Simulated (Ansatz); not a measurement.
# InSe (P-6m2) in Ansatz: single point with PBE

Aim: the single point of InSe with PBE.

All numbers are computed with Ansatz 0.2.0; they aren't measurements. Logs are shortened: lines on timing, memory, paths and dates and some standing lists are left out, and cuts for length are marked.

### 1 The cell of the first run

The structure is hexagonal, space group P-6m2 (No. 187). The conventional cell has a = 4.047 Å, b = 4.047 Å, c = 18.233 Å, α = 90.00°, β = 90.00°, γ = 120.00°. Around In (site symmetry 3m) lie 3 Se at 2.66 Å and 1 In at 2.82 Å. Around In (site symmetry 3m) lie 3 Se at 2.66 Å and 1 In at 2.82 Å. Se (site symmetry 3m) is surrounded by 3 In at 2.66 Å. Around Se (site symmetry 3m) lie 3 In at 2.66 Å.

Measurements of this composition are mostly on another form, of space group No. 160.

### 2 Single point, PBE (strained by +1 %)

File input.yaml:

```yaml
crystal:
  lattice:
    - [4.0473293151, 0.0, 0.0]
    - [-2.0236646576, 3.5050900044, 0.0]
    - [0.0, 0.0, 18.2325855591]
  atoms:
    - { symbol: In, position: [0.3333333333, 0.6666666667, 0.07739049] }
    - { symbol: In, position: [0.3333333333, 0.6666666667, 0.92260951] }
    - { symbol: In, position: [0.0, 0.0, 0.42260632] }
    - { symbol: In, position: [0.0, 0.0, 0.57739368] }
    - { symbol: Se, position: [0.3333333333, 0.6666666667, 0.35298428] }
    - { symbol: Se, position: [0.3333333333, 0.6666666667, 0.64701572] }
    - { symbol: Se, position: [0.6666666667, 0.3333333333, 0.14699993] }
    - { symbol: Se, position: [0.6666666667, 0.3333333333, 0.85300007] }
hamiltonian:
  xc: pbe
  pseudopotentials: { kind: paw }
kpoints:
  mp_grid: { grid: [6, 6, 2] }
scf:
  occupations: { method: fermi_dirac, width: 0.05 }
output:
  forces: true
  stress: true
  eigenvalues: true
```

Potentials or basis: Ansatz PAW.

Run with:

```bash
> ansatz run input.yaml --threads 4 --pin off --max-ram 11264MiB --backend cpu --events-out ev --progress --plain --runs-dir out
```

Standard output:

```text
Warning: RAYON_NUM_THREADS=4 ignored (pool sized by the plan → 4); use --threads N
Engine: ansatz 0.2.0, aarch64-unknown-linux-gnu
Pseudopotentials: kind: paw
Pseudopotential: In, paw, valence charge 13, recommended cutoff 420 eV (normal), In.paw.azcp
Pseudopotential: Se, paw, valence charge 16, recommended cutoff 420 eV (normal), Se.paw.azcp
Functional definition: PBE
  parameter kappa = 0.804
  parameter beta = 0.06672455060314922
  exchange = pbe_x(kappa = kappa, mu = beta*pi^2/3)
  correlation = pbe_c(beta = beta)
Crystal: 8 atoms, lattice volume = 258.652 Å³
Basis set: ecut = 420 eV, 5101 PW (Γ), exchange–correlation on 60×60×250 points (8 copies of the dense FFT grid, shifted against one another)
Bands: 70, of which v1, the nominal top of the filled ones, is band 58 counted from 1 (57 counted from 0)
Symmetry: 12 space group operations
Space group: P-6m2 (ITA 187), of the structure as read, at distance tolerance 6.4e-5 Å
k-points: 14 of 72 (time reversal used)
Non-local potential: In, projectors of the file, l = 0: 2, l = 1: 2, l = 2: 2, l = 3: 2
Non-local potential: Se, projectors of the file, l = 0: 2, l = 1: 2, l = 2: 3, l = 3: 1
PAW form: soft (Blöchl's): semilocal exchange-correlation on the pseudo side does not see the compensation charge
PAW one-centre angular grid: In, 590 points (default); XC on 64 Gauss nodes
PAW one-centre angular grid: Se, 590 points (default); XC on 64 Gauss nodes
Initial density: superposition of atomic densities (neutral atoms: chi_scale 0, normalization atom), corrected by the library's trained network
Initial wavefunctions: pseudopotential atomic-orbital guess
Functional: x = pbe(κ = 0.804, μ = 0.2195149727645171), c = pbe(β = 0.06672455060314922)
SCF iter   1: F=—  HF=-44271.873979 eV  |F-HF|=—  |Δ(HF+E_count)|=         —  Δρ=1.61e-3  dr2=1.14e-2  ethr=1.77e-3  ⟨swp⟩=6.1  Hψ=3704  notcnv=0  defer=3
preconditioner: auto → Resta (q_TF=auto, 2.387 Å⁻¹)  ε∞=3.1  [insulator: Δε(μ)=0.764 eV  Ē_g=13.863 eV  σ=0.050 eV  W_gap=1.00  n_scr=66 (ndim 8)  ℏωp=20.1 eV  f_vac=0.169  D(μ)=0.00/eV (n_scr^D=0)  ε∞_Penn≈3.1]
SCF iter   2: F=—  HF=-44271.868621 eV  |F-HF|=—  |Δ(HF+E_count)|=   5.36e-3  Δρ=7.84e-4  dr2=1.74e-3  ethr=9.86e-6  ⟨swp⟩=2.0  Hψ=1671  notcnv=0  defer=26
SCF iter   3: F=—  HF=-44271.868714 eV  |F-HF|=—  |Δ(HF+E_count)|=   9.28e-5  Δρ=3.73e-4  dr2=4.15e-4  ethr=1.50e-6  ⟨swp⟩=2.9  Hψ=1424  notcnv=0  defer=4
automatic band count: iteration 3 solves 68 bands in place of 70: the levels show a gap, and the empty bands left out lie too high to hold charge; the band table lists the bands solved (type scf.n_extra_bands for more)
SCF iter   4: F=—  HF=-44271.868906 eV  |F-HF|=—  |Δ(HF+E_count)|=   1.93e-4  Δρ=8.14e-5  dr2=1.79e-5  ethr=3.58e-7  ⟨swp⟩=2.0  Hψ=1148  notcnv=0  defer=4
SCF iter   5: F=—  HF=-44271.868908 eV  |F-HF|=—  |Δ(HF+E_count)|=   1.42e-6  Δρ=2.91e-5  dr2=2.98e-6  ethr=1.54e-8  ⟨swp⟩=2.0  Hψ=1428  notcnv=0  defer=4
SCF iter   6: F=—  HF=-44271.868908 eV  |F-HF|=—  |Δ(HF+E_count)|=   4.15e-7  Δρ=8.19e-6  dr2=2.30e-7  ethr=2.57e-9  ⟨swp⟩=2.0  Hψ=1667  notcnv=0  defer=4
SCF iter   7: F=-44271.868909 eV  HF=-44271.868909 eV  |F-HF|=1.44e-8  |Δ(HF+E_count)|=   4.40e-7  Δρ=1.77e-6  dr2=1.00e-8  ethr=8.62e-11  ⟨swp⟩=8.0  Hψ=3613  notcnv=0
SCF 1 converged in 7 iterations: F = -44271.868909 eV  dr2 = 1.00e-8
SCF converged after 7 iterations
Free energy (F): -44271.868909 eV
Harris-Foulkes:  -44271.868909 eV  (|F-HF|=1.44e-8)
Internal energy: -44271.868894 eV  (E = F + TS)
E sigma→0 (E₀):  -44271.868901 eV
Entropy (-TS):   -0.000015 eV (-0.002 meV/atom)
Fermi energy:    6.171185 eV
--- Per-component energies (eV) ---
  E_band       = -1958.577971
  E_kinetic    = 1443.575806
  E_local      = -17049.052476  (includes V_loc(G=0)·N_el)
  E_nonlocal   = -914.113622
  E_hartree    = 7843.655242
  E_xc         = -1276.396314
  E_vxc        = -787.522917  (∫ρ·V_xc dr)
  E_paw        = -24265.624347  (= ΣΔE_a)
  E_vpaw       = -338.775931  (= ΣTr[D̂ρ^β])
  E_aug_tail   = -0.002304  (compensation charges beyond the density's cutoff)
  E_ewald      = -10053.910878
  E_smearing   = -0.000015  (= −TS)
  E_closure    = 0.000000  (closes the sum)
  Σ components = -44271.868909   (vs F -44271.868909, Δ=0.00e0)
--- Forces (eV/Å), atoms counted from 1 ---
  atom   1  In     0.00000000     0.00000000    -0.15308910
  atom   2  In     0.00000000     0.00000000     0.15308910
  atom   3  In     0.00000000     0.00000000     0.15190785
  atom   4  In    -0.00000000     0.00000000    -0.15190785
  atom   5  Se     0.00000000     0.00000000    -0.15473756
  atom   6  Se     0.00000000     0.00000000     0.15473756
  atom   7  Se     0.00000000    -0.00000000     0.15588176
  atom   8  Se     0.00000000    -0.00000000    -0.15588176
  max |Σ_I F_I| component: 2.78e-17 eV/Å
--- Stress (GPa, compression-positive) ---
        1.211947       0.000000       0.000000
        0.000000       1.211947       0.000000
        0.000000       0.000000       0.606508
  P = ⅓ Tr σ = 1.0101 GPa (10.101 kbar)
--- Band table (eV; the first three rows and the last of 14) ---
  k-point 0: bands = ["-41.3376", "-41.3376", "-41.3376", "-41.3376", "-41.3346", "-41.3346", "-41.3346", "-41.3346", "-41.3058", "-41.3058", "-41.3058", "-41.3058", "-41.3028", "-41.3028", "-41.3028", "-41.3028", "-41.2941", "-41.2941", "-41.2911", "-41.2911", "-8.6743", "-8.6718", "-8.5034", "-8.5034", "-8.5010", "-8.5010", "-8.4293", "-8.4293", "-8.4269", "-8.4269", "-8.4151", "-8.4151", "-8.4126", "-8.4126", "-8.2498", "-8.2498", "-8.2473", "-8.2473", "-8.2307", "-8.2277", "-7.2264", "-7.1571", "-7.0967", "-7.0244", "-0.0023", "0.1345", "2.1006", "2.5210", "4.7771", "4.7771", "4.8204", "4.8204", "4.8486", "4.8486", "4.8730", "4.8938", "4.8938", "5.7754", "6.5422", "7.3170", "8.0635", "8.1220", "10.3334", "10.3334", "10.3612", "10.3612", "11.5268", "11.5551"]
  k-point 1: bands = ["-41.3376", "-41.3376", "-41.3376", "-41.3376", "-41.3346", "-41.3346", "-41.3346", "-41.3346", "-41.3058", "-41.3058", "-41.3058", "-41.3058", "-41.3028", "-41.3028", "-41.3028", "-41.3028", "-41.2941", "-41.2941", "-41.2911", "-41.2911", "-8.6743", "-8.6718", "-8.5034", "-8.5034", "-8.5010", "-8.5010", "-8.4293", "-8.4293", "-8.4269", "-8.4269", "-8.4151", "-8.4151", "-8.4126", "-8.4126", "-8.2498", "-8.2498", "-8.2473", "-8.2473", "-8.2304", "-8.2279", "-7.2017", "-7.1995", "-7.0528", "-7.0505", "0.0606", "0.0640", "2.2983", "2.3033", "4.7918", "4.7918", "4.7933", "4.7933", "4.8766", "4.8766", "4.8782", "4.8782", "5.2493", "5.2592", "6.9981", "7.0116", "8.0971", "8.1037", "10.3460", "10.3460", "10.3481", "10.3481", "11.5555", "11.5607"]
  k-point 2: bands = ["-41.3376", "-41.3376", "-41.3375", "-41.3375", "-41.3346", "-41.3346", "-41.3345", "-41.3345", "-41.3058", "-41.3058", "-41.3058", "-41.3058", "-41.3028", "-41.3028", "-41.3028", "-41.3028", "-41.2941", "-41.2941", "-41.2911", "-41.2911", "-8.6803", "-8.6778", "-8.5749", "-8.5719", "-8.5226", "-8.5191", "-8.4994", "-8.4969", "-8.4214", "-8.4189", "-8.4119", "-8.4094", "-8.4029", "-8.4004", "-8.2869", "-8.2843", "-8.2519", "-8.2493", "-8.1660", "-8.1634", "-6.9667", "-6.9037", "-6.8515", "-6.7856", "0.1292", "0.2210", "2.0520", "2.2061", "3.5381", "3.6798", "3.7160", "4.1093", "4.4661", "4.5272", "4.5695", "4.6344", "5.1256", "5.6628", "7.6448", "8.0024", "8.7319", "8.8479", "9.6697", "9.7541", "10.5531", "10.5907", "10.5995", "10.7350"]
  k-point 13: bands = ["-41.3374", "-41.3374", "-41.3374", "-41.3374", "-41.3344", "-41.3344", "-41.3344", "-41.3344", "-41.3058", "-41.3058", "-41.3058", "-41.3058", "-41.3029", "-41.3029", "-41.3028", "-41.3028", "-41.2940", "-41.2940", "-41.2910", "-41.2910", "-8.7997", "-8.7973", "-8.7144", "-8.7120", "-8.6121", "-8.6096", "-8.5190", "-8.5166", "-8.4142", "-8.4117", "-8.3806", "-8.3781", "-8.3727", "-8.3702", "-8.2831", "-8.2806", "-8.2803", "-8.2778", "-8.0912", "-8.0885", "-5.9448", "-5.9420", "-5.8855", "-5.8827", "-0.0553", "-0.0536", "0.7063", "0.7069", "2.2449", "2.2540", "2.5407", "2.5540", "3.5987", "3.6164", "3.9737", "4.0504", "4.3000", "4.3740", "7.9164", "7.9718", "8.3841", "8.4513", "9.3583", "9.4572", "10.3683", "10.5264", "11.6738", "11.6841"]
```

Run time: 3.9 s. Hardware: 4 threads of Arm Neoverse V2, shared host; peak memory 0.74 GiB.

Results:

* Free energy: -44271.8689 eV
* Pressure: 1.0 GPa
* Largest force: 0.156 eV/Å
* Band gap on the k mesh: 0.77 eV, direct

Forces in eV/Å, atoms in the order of the input:
```
In   0.000  0.000 -0.153
In   0.000  0.000  0.153
In   0.000  0.000  0.152
In   0.000  0.000 -0.152
Se   0.000  0.000 -0.155
Se   0.000  0.000  0.155
Se   0.000  0.000  0.156
Se   0.000  0.000 -0.156
```

Stress tensor (GPa, compression positive):
```
1.21 0.00 0.00
0.00 1.21 0.00
0.00 0.00 0.61
```

Caveat: spin-orbit coupling is left out, which moves the levels of the heavy elements; this functional lacks dispersion, which binds the layers, so the pressure and a relaxed spacing across them are unreliable.
